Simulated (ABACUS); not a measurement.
## Ru: single point with LDA

Crystal: Ru.

```
Ru
1.0
     2.70580    0.00000    0.00000
    -1.35290    2.34329    0.00000
     0.00000    0.00000    4.28190
Ru
2
Direct
  0.66667 0.33333 0.75000
  0.33333 0.66667 0.25000
```

- Program: ABACUS 3.10.1
- Task: single point
- Functional: LDA
- Potentials or basis: PseudoDojo NC SR 0.4.1 LDA stringent
- Cutoff: 1211 eV
- Density cutoff: 4844 eV
- Basis: plane waves
- k mesh: 9 × 9 × 5
- Occupations: fermi-dirac, width 0.05 eV
- Spin: no spin polarisation

```json
{"Pressure": "-11.5 GPa", "Band gap on the k mesh": "none (metal or under the smearing width)"}
```

Stress tensor (GPa, compression positive):
```
-11.25   0.00   0.00
  0.00 -11.25   0.00
  0.00   0.00 -11.89
```

Levels at points of the mesh, in eV from the Fermi level:
```
           k point  band 13  band 14  band 15  band 16  band 17  band 18  band 19  band 20
(0.00, 0.00, 0.00)    -2.54    -2.04    -2.04    -1.49    -1.49     1.10     1.10     1.17
```

Run time: 4.6 s on 4 MPI ranks on Intel(R) Xeon(R) Platinum 8488C (Sapphire Rapids), on a shared host, peak memory 0.32 GiB a rank.
